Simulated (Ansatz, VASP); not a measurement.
**Two plane-wave programs on SnTe**

```
Te Sn
1.0
     3.90470    0.00000    0.00000
     0.00000    3.90470    0.00000
     0.00000    0.00000    3.90470
Te Sn
1 1
Direct
  0.50000 0.50000 0.50000
  0.00000 0.00000 0.00000
```

Measurements of this composition are mostly on another form, of space group No. 225.

Alike in both runs: functional r2SCAN; k mesh 7 × 7 × 7; occupations fermi-dirac, width 0.05 eV; no spin polarisation.

|  | VASP | Ansatz |
| --- | --- | --- |
| version | VASP 6.6.1 | Ansatz 0.2.0 |
| potentials or method | VASP PAW PBE potentials, release 64 (Te, Sn_d) | Ansatz PAW |
| plane-wave cutoff (eV) | 520 | 500 |
| valence electrons in the cell | 20 | 30 |
| task | single point | band structure |

```tsv
	VASP	Ansatz	Ansatz less VASP
gap on the k mesh at the Fermi level (eV)	none	none	-
pressure (GPa)	-1.2	-1.2	+0.02
```

A gap of «none» marks a metal or a gap that the smearing closes. With one functional, cell and mesh, what is left measures potentials, basis and numerics. The two sets of potentials don't hold the same shells in valence.

Caveats: the PAW data sets were made with another functional, which shifts forces and pressure a little (VASP); spin-orbit coupling is left out, which moves the levels of the heavy elements (Ansatz); the PAW data sets come from PBE, with cores solved anew for the run's functional, which leaves a small shift of forces and pressure (Ansatz). The runs have no spin-orbit coupling, so splittings on Te are missing.
